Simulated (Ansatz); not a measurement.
Level of theory: DFT PBE, scalar-relativistic, plane waves, PAW (Ansatz 0.2.0). Settings: cutoff 420 eV, Γ-centred meshes spaced at most about 0.3 Å⁻¹, and about 0.25 Å⁻¹ or finer for metals (2π included), Gaussian smearing. No spin polarisation.

Each guess is relaxed in cell and atoms at zero pressure, on a coarse mesh first where it starts far from rest and then on a converged one. The steps can't lower the symmetry of the start, but it can rise. Energies are static (0 K, no zero-point motion).

Two unrelaxed guesses for BP2:

Guess 1.

```
CELL_PARAMETERS angstrom
3.38256 0.00000 0.00000
0.00000 3.38256 0.00000
0.00000 0.00000 6.89546
ATOMIC_POSITIONS crystal
B 0.00000 0.50000 0.72692
B 0.50000 0.00000 0.27308
P 0.50000 0.50000 0.00000
P 0.00000 0.00000 0.00000
P 0.50000 0.00000 0.62967
P 0.00000 0.50000 0.37033
```

Guess 2.

```
CELL_PARAMETERS angstrom
-2.51886 2.51886 1.74416
2.51886 -2.51886 1.74416
2.51886 2.51886 -1.74416
ATOMIC_POSITIONS crystal
B 0.00000 0.00000 0.00000
B 0.75000 0.25000 0.50000
P 0.37500 0.62500 0.75000
P 0.37500 0.12500 0.75000
P 0.37500 0.62500 0.25000
P 0.87500 0.62500 0.25000
```

**Question.** Where do they end, and which end is lower?

**Answer.** Guess 2 ends lower, by 200 meV/atom. Guess 1: P4/nmm at 13.1 Å³/atom → P4/nmm at 15.0 Å³/atom; Guess 2: I4_1/amd at 7.4 Å³/atom → I4_1/amd at 12.2 Å³/atom. Counting P atoms around B (those within 1.25 times the shortest such distance or 1.15 times the sum of covalent radii; a plus sign parts nearer from farther groups), the end of guess 1 has B 1+4 and the end of guess 2 has B 4. The end of guess 1 holds P–P nets (shortest 2.21 Å); the end of guess 2 holds P–P bonds in all directions (shortest 2.39 Å). End of guess 1. Conventional cell: a = 3.120 Å, c = 9.258 Å. Around B lie 1 P at 1.97 Å and 4 P at 2.22 Å; P on a site of symmetry -4m2 is surrounded by 4 P at 2.21 Å; around P on a site of symmetry 4mm lie 1 B at 1.97 Å and 4 B at 2.22 Å. End of guess 2. Conventional cell: a = 6.211 Å, c = 3.779 Å. B is surrounded by 4 P at 2.10 Å; P has 2 B at 2.10 Å and 4 P at 2.39 Å.

Cells without such a test can be saddle points. Shaken at random and relaxed again, the end of guess 2 came back. Neither end is the lowest form computed: that has space group P3m1 (No. 156) and lies 0.61 eV/atom below the better end. Even the lowest of the cells shown lies +0.50 eV/atom against the elements. No dispersion correction is applied, so the spacing and binding between layers, chains or molecules are poorly described (P4/nmm), and this can change margins and order among such cells. Some candidate types were left out of the draw beforehand, so a known form may be missing.
